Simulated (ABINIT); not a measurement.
Input of an ABINIT 10.8.3 (patched build) run:

File run.abi:

```
ndtset 3

pp_dirpath "./"
pseudos "Co.upf, O.upf"

acell 5.6963832646 5.6963832646 5.6963832646
rprim
     0.0000000000     0.7071067812     0.7071067812
     0.7071067812     0.0000000000     0.7071067812
     0.7071067812     0.7071067812     0.0000000000
ntypat 2
znucl 27 8
natom 2
typat 1 2
xred
            0.0            0.0            0.0
            1/2            1/2            1/2

ecut 48.0

ngkpt 8 8 8
nshiftk 4
shiftk
     0.5000000000     0.5000000000     0.5000000000
     0.5000000000     0.0000000000     0.0000000000
     0.0000000000     0.5000000000     0.0000000000
     0.0000000000     0.0000000000     0.5000000000
istwfk *1

ixc 7

occopt 3
tsmear 0.00183747

nsppol 2
spinat
     0.0000000000     0.0000000000     2.0000000000
     0.0000000000     0.0000000000     0.0000000000

nstep 80

iomode 3
prteig 0
prtebands 0

nband1 16
tolvrs1 1.0e-12
prtden1 1
prtwf1 0
kptopt1 1

iscf2 -3
getden2 1
nband2 22
nbdbuf2 4
tolwfr2 1.0e-12
nstep2 120
prtden2 0
kptopt2 1

optdriver3 8
wfk_task3 "wfk_optics_fullbz"
getwfk3 2
nband3 18
kptopt3 1
prtevk3 1
inclvkb3 2
```

Contents of optic.abi:

```
&FILES
 ddkfile_1 = 'runo_DS3_1_EVK.nc',
 ddkfile_2 = 'runo_DS3_2_EVK.nc',
 ddkfile_3 = 'runo_DS3_3_EVK.nc',
 wfkfile = 'runo_DS3_WFK.nc'
/
&PARAMETERS
 broadening = 0.005512,
 domega = 0.002,
 maxomega = 0.8,
 scissor = 0.000000,
 tolerance = 0.002
/
&COMPUTATIONS
 num_lin_comp = 1,
 lin_comp = 11,
 num_nonlin_comp = 0
/
```

Potentials or basis: PseudoDojo NC SR LDA v0.4 stringent.

Run with:

```sh
$ abinit run.abi > log 2>&1
$ optic optic.abi > optic.log 2>&1
```

Q: What does it give for the site moments?

A: Co +2.44; O +0.35 μB.

Q: What does it give for the pressure?

A: -21.5 GPa.

Q: Estimate the net moment.

A: 2.84 μB per cell.

Dielectric function (mean over the directions given):
```
energy (eV)  real part  imaginary part
       0.33      20.51           50.95
       0.76      -4.82           16.12
       1.31      -0.16            5.94
       1.74       1.36            3.33
       2.29       2.86            2.11
       2.83       4.11            1.11
       3.27       5.71            1.62
       3.81       6.50            3.61
       4.25       6.46            5.42
       4.79       4.19            5.86
       5.33       2.37            5.34
       5.77       2.09            4.60
       6.31       1.35            4.68
       6.75       1.00            3.61
       7.29       0.70            3.25
       7.84       1.12            2.44
       8.27       1.38            2.12
       8.82       1.46            1.81
       9.36       2.25            1.68
       9.80       2.35            2.44
      10.34       2.82            2.68
      10.78       2.38            3.00
      11.32       1.96            3.77
      11.86       0.84            3.15
      12.30       0.95            3.05
      12.84       0.92            2.62
      13.28       0.72            2.41
      13.82       1.32            2.48
      14.37       0.85            2.85
      14.80       0.74            2.87
      15.35       0.64            2.31
      15.89       0.83            3.02
      16.33      -0.39            3.30
      16.87      -0.79            2.22
      17.31      -0.68            1.78
      17.85      -0.50            1.31
      18.39      -0.29            1.29
      18.83      -0.03            1.09
      19.38       0.09            1.25
      19.92      -0.23            1.31
```

Caveat: the intraband (Drude) term is left out; spectra need much finer meshes, so this one isn't converged; independent-particle spectra lack excitons; so large a pressure means that the cell lies far from this level's equilibrium, or that cutoff or potentials fall short; a cell with one magnetic atom can't hold antiferromagnetic order, which such compounds often take.
